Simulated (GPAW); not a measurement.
## Ni: changing the Hubbard U on Ni d

```
Ni
1.0
    -1.38372    1.38372    1.38372
     1.38372   -1.38372    1.38372
     1.38372    1.38372   -1.38372
Ni
1
Direct
  0.00000 0.00000 0.00000
```

This isn't the form of Ni at room conditions, which is fcc.

Kept alike: task single point; functional r2SCAN; k mesh 13 × 13 × 13; occupations fermi-dirac, width 0.05 eV; collinear spin, ferromagnetic start. Program: GPAW, GPAW PAW data sets (gpaw-data 1.2.1), cutoff 600 eV. The mesh is that of the run's cell of 1 atom. No spin-orbit coupling.

| run | pressure (GPa) | largest site moment (μB) |
| --- | --- | --- |
| A | 3.36 | 0.72 |
| B | 4.03 | 0.71 |
| C | 5.12 | 0.92 |
| D | 8.11 | 1.05 |
| E | 2.47 | 0.75 |
| F | 2.99 | 0.74 |
| G | 2.75 | 0.80 |
| H | 7.63 | 1.01 |

Pressure is positive in compression; the values hold the error of the finite cutoff, so their zero can differ a little from the energy's minimum. For a metal such a mesh leaves the last digits unconverged. The pressure doesn't move evenly along the series, which may be noise of the runs. How U acts hangs on the program's projectors. The runs hold the magnetic state that their start led to, which needn't be the lowest. Site moments count inside each atom's sphere or projector. All rows use potentials made for PBE.

**Question.** The runs differ in the Hubbard U on Ni d alone: 0; 1; 2; 3; 4; 5; 6; 8 eV. Which run is which?

**Answer.** Run A is 1 eV; run B is 0 eV; run C is 5 eV; run D is 8 eV; run E is 3 eV; run F is 2 eV; run G is 4 eV; run H is 6 eV. The pressure runs from 2.47 (3) to 8.11 GPa (8). The largest site moment rises from 0.71 to 1.05 μB between 0 and 8 eV. U favours whole occupations of the shell, which as a rule raises the local moment.
